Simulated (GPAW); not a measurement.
# Au (Fm-3m) in GPAW: a series of runs

One crystal, Au, is run at these levels: TASK, PBE, LDA+U, r2SCAN+D3(BJ), PBE+U; tasks: equation of state, band structure.

Program: GPAW 26.7.0. These are calculated values, not measurements. Logs are shortened: lines on timing, memory, paths and dates and some standing lists are left out, and cuts for length are marked. The log counts tension as positive stress, the text compression.

**Experimental background.**

“Exploring toroidal anvil profiles for larger sample volumes above 4 Mbar”, 2024, pmc:11102561 quotes, for a bulk crystal of Au: bulk modulus 167 GPa.

The results are compared with them further down.

## 1. The crystal as given

Symmetry: Fm-3m, No. 225, cubic system. Conventional cell: a = 4.070 Å, b = 4.070 Å, c = 4.070 Å, α = 90.00°, β = 90.00°, γ = 90.00°. Au (site symmetry m-3m) has 12 Au at 2.88 Å as nearest neighbours.

## 2. Equation of state, TASK

run.py reads:

```python
from ase import Atoms
from ase.eos import EquationOfState
from ase.io import Trajectory
from ase.units import GPa
from gpaw import GPAW, PW

atoms = Atoms(['Au'],
              cell=[[0.0, 2.035, 2.035],
                    [2.035, 0.0, 2.035],
                    [2.035, 2.035, 0.0]],
              scaled_positions=[[0.0, 0.0, 0.0]],
              pbc=True)

traj = Trajectory('eos.traj', 'w')
volumes, energies = [], []
for x in [0.94, 0.96, 0.98, 1.0, 1.02, 1.04, 1.06]:
    a = atoms.copy()
    a.set_cell(atoms.cell * x**(1 / 3), scale_atoms=True)
    calc = GPAW(mode=PW(600),
                xc='MGGA_X_TASK+LDA_C_PW',
                kpts={'size': (11, 11, 11), 'gamma': True},
                occupations={'name': 'fermi-dirac', 'width': 0.05},
                nbands=14,
                convergence={'density': 1e-05, 'energy': 1e-05},
                maxiter=150,
                txt=f'eos-{x:.2f}.txt')
    a.calc = calc
    energies.append(a.get_potential_energy(force_consistent=True))
    volumes.append(a.get_volume())
    p = -a.get_stress()[:3].mean() / GPa
    calc.write(f'eos-{x:.2f}.gpw')
    traj.write(a)
    print(f'{x:.2f} {volumes[-1]:10.4f} A^3 {energies[-1]:14.6f} eV {p:9.3f} GPa', flush=True)

v0, e0, B = EquationOfState(volumes, energies, eos='birchmurnaghan').fit()
print(f'V0 = {v0:.4f} A^3, E0 = {e0:.6f} eV, B0 = {B / GPa:.2f} GPa')
```

Potentials or basis: GPAW PAW data sets (gpaw-data 1.2.1), pw.

Started as:

```bash
$ OMP_NUM_THREADS=1 python run.py
```

The program printed:

```text
__  _  _
 | _ |_)|_||  |
 |__||  | ||/\| - 26.7.0

Input parameters:
  mode=PW(ecut=600.0),
  convergence={'density': 1e-05, 'energy': 1e-05},
  kpts=MonkhorstPack(size=(11, 11, 11), gamma=True),
  maxiter=150,
  nbands=14,
  occupations=Occupations(name='fermi-dirac', width=0.05),
  xc=XC(name='MGGA_X_TASK+LDA_C_PW')

Diagonalizing LCAO Hamiltonian
Converting LCAO to pw mode

       Au

Atoms  # Å, Bohr magnetons
|   | symbol |        x |        y |        z |    initial magnetic moments |
|---|--------|----------|----------|----------|-----------------------------|
| 0 |     Au | 0.000000 | 0.000000 | 0.000000 | ( 0.0000,  0.0000,  0.0000) |

Unit cell  # Å
| periodic |        x |        y |        z |  lengths |    angles |
|----------|----------|----------|----------|----------|-----------|
|      yes | 0.000000 | 1.993458 | 1.993458 | 2.819175 | 60.000000 |
|      yes | 1.993458 | 0.000000 | 1.993458 | 2.819175 | 60.000000 |
|      yes | 1.993458 | 1.993458 | 0.000000 | 2.819175 | 60.000000 |

Number of symmetries: 48
Symmetry operations  # r_c * U_cc + t_c -> r_c
|    | kind |            matrix            |
|----|------|------------------------------|
|  0 |  σ   |  1, 0, 0,  1, 0,-1,  1,-1, 0 |
|  1 |  C2  |  1, 0, 0,  1,-1, 0,  1, 0,-1 |
|  2 |  E   |  1, 0, 0,  0, 1, 0,  0, 0, 1 |
|  3 |  σ   |  1, 0, 0,  0, 0, 1,  0, 1, 0 |
|  4 |  C4  |  1, 0,-1,  1, 0, 0,  1,-1, 0 |
|  5 |  S6  |  1, 0,-1,  1,-1, 0,  1, 0, 0 |
|  6 |  σ   |  1, 0,-1,  0, 1,-1,  0, 0,-1 |
|  7 |  C3  |  1, 0,-1,  0, 0,-1,  0, 1,-1 |
|  8 |  S6  |  1,-1, 0,  1, 0, 0,  1, 0,-1 |
|  9 |  C4  |  1,-1, 0,  1, 0,-1,  1, 0, 0 |
| 10 |  C3  |  1,-1, 0,  0,-1, 1,  0,-1, 0 |
| 11 |  σ   |  1,-1, 0,  0,-1, 0,  0,-1, 1 |
| 12 |  σ   |  0, 1, 0,  1, 0, 0,  0, 0, 1 |
| 13 |  C4  |  0, 1, 0,  0, 1,-1, -1, 1, 0 |
| 14 |  C3  |  0, 1, 0,  0, 0, 1,  1, 0, 0 |
| 15 |  S6  |  0, 1, 0, -1, 1, 0,  0, 1,-1 |
| 16 |  C2  |  0, 1,-1,  1, 0,-1,  0, 0,-1 |
| 17 |  σ   |  0, 1,-1,  0, 1, 0, -1, 1, 0 |
| 18 |  S4  |  0, 1,-1,  0, 0,-1,  1, 0,-1 |
| 19 |  C4  |  0, 1,-1, -1, 1, 0,  0, 1, 0 |
| 20 |  C3  |  0, 0, 1,  1, 0, 0,  0, 1, 0 |
| 21 |  σ   |  0, 0, 1,  0, 1, 0,  1, 0, 0 |
| 22 |  S6  |  0, 0, 1,  0,-1, 1, -1, 0, 1 |
| 23 |  C4  |  0, 0, 1, -1, 0, 1,  0,-1, 1 |
| 24 |  S4  |  0, 0,-1,  1, 0,-1,  0, 1,-1 |
| 25 |  C3  |  0, 0,-1,  0, 1,-1,  1, 0,-1 |
| 26 |  C2  |  0, 0,-1,  0,-1, 0, -1, 0, 0 |
| 27 |  S6  |  0, 0,-1, -1, 0, 0,  0,-1, 0 |
| 28 |  S4  |  0,-1, 1,  1,-1, 0,  0,-1, 0 |
| 29 |  C4  |  0,-1, 1,  0, 0, 1, -1, 0, 1 |
| 30 |  C2  |  0,-1, 1,  0,-1, 0,  1,-1, 0 |
| 31 |  σ   |  0,-1, 1, -1, 0, 1,  0, 0, 1 |
| 32 |  C3  |  0,-1, 0,  1,-1, 0,  0,-1, 1 |
| 33 |  S6  |  0,-1, 0,  0, 0,-1, -1, 0, 0 |
| 34 |  S4  |  0,-1, 0,  0,-1, 1,  1,-1, 0 |
| 35 |  C2  |  0,-1, 0, -1, 0, 0,  0, 0,-1 |
| 36 |  C2  | -1, 1, 0,  0, 1, 0,  0, 1,-1 |
| 37 |  S6  | -1, 1, 0,  0, 1,-1,  0, 1, 0 |
| 38 |  S4  | -1, 1, 0, -1, 0, 1, -1, 0, 0 |
| 39 |  C3  | -1, 1, 0, -1, 0, 0, -1, 0, 1 |
| 40 |  S6  | -1, 0, 1,  0, 0, 1,  0,-1, 1 |
| 41 |  C2  | -1, 0, 1,  0,-1, 1,  0, 0, 1 |
| 42 |  C3  | -1, 0, 1, -1, 1, 0, -1, 0, 0 |
| 43 |  S4  | -1, 0, 1, -1, 0, 0, -1, 1, 0 |
| 44 |  C2  | -1, 0, 0,  0, 0,-1,  0,-1, 0 |
| 45 |  i   | -1, 0, 0,  0,-1, 0,  0, 0,-1 |
| 46 |  σ   | -1, 0, 0, -1, 1, 0, -1, 0, 1 |
| 47 |  C2  | -1, 0, 0, -1, 0, 1, -1, 1, 0 |

BZ-sampling:
  Number of BZ points: 1331
  Number of IBZ points: 56

  Monkhorst-Pack size: [11, 11, 11]
  Monkhorst-Pack shift: [0, 0, 0]

K-points  # in reciprocal-cell coordinates
|     |                                coordinates |     weight |
|-----|--------------------------------------------|------------|
|   0 | (  0.00000000,   0.00000000,   0.00000000) | 0.00075131 |
|   1 | (  0.09090909,   0.09090909,   0.00000000) | 0.00450789 |
|   2 | (  0.09090909,   0.09090909,   0.09090909) | 0.00601052 |
|   3 | (  0.18181818,   0.09090909,   0.09090909) | 0.00901578 |
|   4 | (  0.18181818,   0.18181818,   0.00000000) | 0.00450789 |
|   5 | (  0.18181818,   0.18181818,   0.09090909) | 0.01803156 |
|   6 | (  0.18181818,   0.18181818,   0.18181818) | 0.00601052 |
|   7 | (  0.27272727,   0.18181818,   0.09090909) | 0.01803156 |
|   8 | (  0.27272727,   0.18181818,   0.18181818) | 0.01803156 |
|   9 | (  0.27272727,   0.27272727,   0.00000000) | 0.00450789 |
| ... |                                            |            |
|  55 | (  0.45454545,   0.45454545,   0.45454545) | 0.00601052 |

Plane wave coefficients: 538
Cutoff: 600.0 eV

Spin-components: 1 (collinear spins)
Bands:           14
Projectors:      6
Spin-degeneracy: 2
Datatype:        complex128

Parallelization:
  kpt:    1
  domain: 1
  band:   1

Density:
  Valence electrons: 11.0
  Components: 1
  Grid points: [16 16 16]
  Charge: 0.0  # |e|

Potential:
  Grid points: [16 16 16]

species:
  Au:
    name:    Gold
    Z:       79.0
    valence: 11
    core:    68
    charge:  0.0  # [|e|]
    compensation charges:
      type: gauss
      rc: 0.42  # [Å]
      lmax: 2
    cutoffs:
      filter: 2.33  # [Å]
      core: 2.81  # [Å]
    projectors
    | kind |    occ | energy [eV] | rcut [Å] |
    |------|--------|-------------|----------|
    |   6s |  1.000 |      -5.728 |    1.323 |
    |   6p |  0.000 |      -0.775 |    1.323 |
    |   5d | 10.000 |      -6.891 |    1.323 |
    |    s |        |      21.484 |    1.323 |
    |    p |        |      26.436 |    1.323 |
    |    d |        |      20.321 |    1.323 |

    Using partial waves for Au as LCAO basis

Reference energy: -516598.271109  # eV

eigensolver:
  PPCG
  Converge bands: occupied
  niter=2

density mixing:
  MSR1-Mixer
  Pratt-step length: 0.05
  Maximum mixing coefficient: 0.75
  Old densities: 10
  SVD Regularization: 0.005
  Good broyden scale: 1.0
  Trust region scale: 1.0
  Backstep threshold: 4.0
  History deletion threshold: 6.0
  Fourier metric: weight=20.0, sigma=0.015

occupation numbers:
  Fermi-Dirac:
    width: 0.0500  # eV

poisson solver:
  ecut: 4800.0  # eV

xc functional:
  name: MGGA_X_TASK+LDA_C_PW with 2 nearest neighbor stencil

convergence criteria:
- Maximum integral of absolute [dens]ity change: 1e-05 electrons / valence electron
- Maximum [total energy] change in last 3 cyles: 1e-05 eV / valence electron
- Maximum integral of absolute [eigenst]ate change: 4e-08 eV^2 / valence electron
maximum number of iterations: 150

SCF iterations
|iter     | |      energy | eigst |  dens |
|---------|-|-------------|-------|-------|
|iter:   1| |   53.121770 | -0.03 |       |
|iter:   2| |   58.966673 | -0.55 | -1.30 |
|iter:   3| |   58.957156 | -2.97 | -1.60 |
|iter:   4| |   58.944530 | -2.09 | -1.63 |
|iter:   5| |   58.931296 | -2.14 | -1.97 |
|iter:   6| |   58.932800 | -4.46 | -2.43 |
|iter:   7| |   58.935663 | -3.24 | -2.42 |
|iter:   8| |   58.935688 | -4.61 | -2.72 |
|iter:   9| |   58.935791 | -4.67 | -2.98 |
|iter:  10| |   58.935786c| -5.05 | -3.22 |
|iter:  11| |   58.935778c| -6.15 | -3.62 |
|iter:  12| |   58.935779c| -6.59 | -3.78 |
|iter:  13| |   58.935779c| -8.12c| -5.32c|

Converged in 13 steps
Energy contributions relative to reference atoms: (reference = -516598.271109)

Energy contributions:
  Kinetic:          47.141277
  Coulomb:         -44.286744
  Zero:              0.254148
  External:          0.000000
  Xc:               55.827576
  Entropy:          -0.000956
  Spinorbit:         0.000000
  ----------------------------
  Free energy:      58.935301
  Extrapolated:     58.935779

dipole moment: (-13.511419, -13.511419, -13.511419)  # |e|*Ang

Fermi level: 11.021
Eigenvalues  # (at kpt = [0.000, 0.000, 0.000])
| band index |      eig [eV] | occ [0-2] |
|------------|---------------|-----------|
|          0 |        -0.584 |     2.000 |
|          1 |         5.269 |     2.000 |
|          2 |         5.269 |     2.000 |
|          3 |         5.269 |     2.000 |
|          4 |         7.073 |     2.000 |
|          5 |         7.073 |     2.000 |
|          6 |        28.389 |     0.000 |
|          7 |        33.011 |     0.000 |
|          8 |        33.011 |     0.000 |
|          9 |        33.011 |     0.000 |
|         10 |        37.931 |     0.000 |
|         11 |        43.313 |     0.000 |
|         12 |        43.313 |     0.000 |
|         13 |        43.313 |     0.000 |

No gap
No difference between direct/indirect transitions

Stress tensor  # eV/Ang^3
|         x |         y |         z |
|-----------|-----------|-----------|
| -0.178443 | -0.000000 | -0.000000 |
| -0.000000 | -0.178443 |  0.000000 |
| -0.000000 |  0.000000 | -0.178443 |

# Writing to eos-0.94.gpw (mode='')
```

eos-0.96.txt:

```text
SCF iterations
|iter     | |      energy | eigst |  dens |
|---------|-|-------------|-------|-------|
|iter:   1| |   53.046837 | -0.05 |       |
|iter:   2| |   58.911442 | -0.55 | -1.29 |
|iter:   3| |   58.902617 | -2.98 | -1.60 |
|iter:   4| |   58.890245 | -2.14 | -1.63 |
|iter:   5| |   58.877572 | -2.18 | -1.97 |
|iter:   6| |   58.878626 | -4.59 | -2.42 |
[... 40 lines left out ...]
|         11 |        42.496 |     0.000 |
|         12 |        42.496 |     0.000 |
|         13 |        42.496 |     0.000 |

No gap
No difference between direct/indirect transitions

Stress tensor  # eV/Ang^3
|         x |         y |         z |
|-----------|-----------|-----------|
| -0.141771 | -0.000000 |  0.000000 |
| -0.000000 | -0.141771 |  0.000000 |
|  0.000000 |  0.000000 | -0.141771 |

# Writing to eos-0.96.gpw (mode='')
```

Run time: 5.9 min. Hardware: 1 thread of Arm Neoverse V1, shared host; peak memory 0.84 GiB.

Results:

* Equilibrium volume: 18.18 Å³/atom (rough: see the caveat)
* Bulk modulus: 134 GPa (rough)

Energy against volume, from the lowest point:
```csv
volume (Å³/atom),energy (meV/atom)
15.843,175.33
16.181,121.04
16.518,78.75
16.855,46.66
17.192,23.56
17.529,8.32
17.866,0.00
```

Caveat: with this Au data set, volumes or pressures lay over 1.5 % or 2 GPa off other programs in two to four cells of ten; the minimum lies outside the volumes run; the PAW data sets were made with another functional, which shifts forces and pressure a little.

## 3. Band structure, PBE

run.py reads:

```python
from ase.dft.bandgap import bandgap
from ase.io import write
from ase.spacegroup import crystal
from gpaw import GPAW

# Au 4a
atoms = crystal(['Au'],
                basis=[[0.0, 0.0, 0.0]],
                spacegroup=225, setting=1,  # Fm-3m
                cellpar=[4.07, 4.07, 4.07, 90.0, 90.0, 90.0],
                primitive_cell=True)

calc = GPAW(mode='lcao',
            h=0.16,
            basis='sz(dzp)',
            xc='PBE',
            kpts={'size': (11, 11, 11), 'gamma': True},
            occupations={'name': 'fermi-dirac', 'width': 0.05},
            convergence={'density': 1e-05, 'energy': 1e-05},
            maxiter=150,
            txt='gpaw.txt')
atoms.calc = calc
energy = atoms.get_potential_energy()
forces = atoms.get_forces()
calc.write('gs.gpw')
write('result.traj', atoms)
print(f'Energy: {energy:.6f} eV')
print('Forces (eV/A):')
print(forces.round(4))
print('Fermi level:', round(calc.get_fermi_level(), 4), 'eV')
print(f'Gap: {bandgap(calc)[0]:.4f} eV, direct: {bandgap(calc, direct=True)[0]:.4f} eV')

path = atoms.cell.bandpath('GXWKGLUWLK,UX', npoints=60, eps=1e-4)
bs_calc = calc.fixed_density(kpts=path, symmetry='off', txt='bands.txt')
bs = bs_calc.band_structure()
bs.write('bs.json')
print(f'Gap on the path: {bandgap(bs_calc)[0]:.4f} eV')
```

Potentials or basis: GPAW PAW data sets (gpaw-data 1.2.1), lcao:sz(dzp).

Started as:

```bash
$ OMP_NUM_THREADS=1 python run.py
```

Wall time 16 s (1 thread of Arm Neoverse V1, shared host); peak memory 0.15 GiB.

The run converged, but some of its settings lie outside the range that counts as converged, so its numbers aren't taken as properties of the crystal.

What came out:

```
Free energy             : -1.3699 eV
Band gap along the path : none (metal or under the smearing width)
```

Caveat: the real-space grid adds noise to forces; spin-orbit coupling is left out, which moves the levels of the heavy elements; the basis of atomic orbitals isn't converged, which shifts pressures, moduli and gaps.

## 4. Equation of state, LDA+U

run.py reads:

```python
from ase.eos import EquationOfState
from ase.io import Trajectory, read
from ase.units import GPa
from gpaw import GPAW, PW

atoms = read('Au.cif')

traj = Trajectory('eos.traj', 'w')
volumes, energies = [], []
for x in [0.94, 0.96, 0.98, 1.0, 1.02, 1.04, 1.06]:
    a = atoms.copy()
    a.set_cell(atoms.cell * x**(1 / 3), scale_atoms=True)
    calc = GPAW(mode=PW(600),
                xc='LDA',
                kpts={'size': (11, 11, 11), 'gamma': True},
                occupations={'name': 'fermi-dirac', 'width': 0.05},
                setups={'Au': ':d,3.0'},
                nbands=14,
                convergence={'density': 1e-05, 'energy': 1e-05},
                maxiter=150,
                txt=f'eos-{x:.2f}.txt')
    a.calc = calc
    energies.append(a.get_potential_energy(force_consistent=True))
    volumes.append(a.get_volume())
    p = -a.get_stress()[:3].mean() / GPa
    calc.write(f'eos-{x:.2f}.gpw')
    traj.write(a)
    print(f'{x:.2f} {volumes[-1]:10.4f} A^3 {energies[-1]:14.6f} eV {p:9.3f} GPa', flush=True)

v0, e0, B = EquationOfState(volumes, energies, eos='birchmurnaghan').fit()
print(f'V0 = {v0:.4f} A^3, E0 = {e0:.6f} eV, B0 = {B / GPa:.2f} GPa')
```

Au.cif reads:

```cif
data_Au
_cell_length_a 2.87792460
_cell_length_b 2.87792460
_cell_length_c 2.87792460
_cell_angle_alpha 60.00000000
_cell_angle_beta 60.00000000
_cell_angle_gamma 60.00000000
_space_group_name_H-M_alt 'P1'
_space_group_name_Hall 'P 1'
_space_group_IT_number 1
loop_
_space_group_symop_operation_xyz
'x,y,z'
loop_
_atom_site_label
_atom_site_type_symbol
_atom_site_symmetry_multiplicity
_atom_site_Wyckoff_symbol
_atom_site_fract_x
_atom_site_fract_y
_atom_site_fract_z
_atom_site_occupancy
Au1 Au 1 a 0.0000000000 0.0000000000 0.0000000000 1
```

Potentials or basis: the program's PAW data sets (release 1.2.1) made for this functional, pw.

Started as:

```bash
$ OMP_NUM_THREADS=1 python run.py
```

Wall time 70 s (1 thread of Arm Neoverse V1, shared host); peak memory 0.18 GiB.

Results (log left out):

```
Equilibrium volume                      : 16.75 Å³/atom
Bulk modulus                            : 178 GPa
Pressure derivative of the bulk modulus : 6.0
```

Energy against volume, from the lowest point:
```csv
volume (Å³/atom),energy (meV/atom)
15.843,30.83
16.181,11.41
16.518,1.55
16.855,0.00
17.192,5.69
17.529,17.64
17.866,34.99
```

Caveat: with this Au data set, volumes or pressures lay over 1.5 % or 2 GPa off other programs in two to four cells of ten; the U is typed as a test and isn't derived for this compound. Spin-orbit coupling is left out, which matters for the levels of Au.

(Continued in part 2 of 2.)
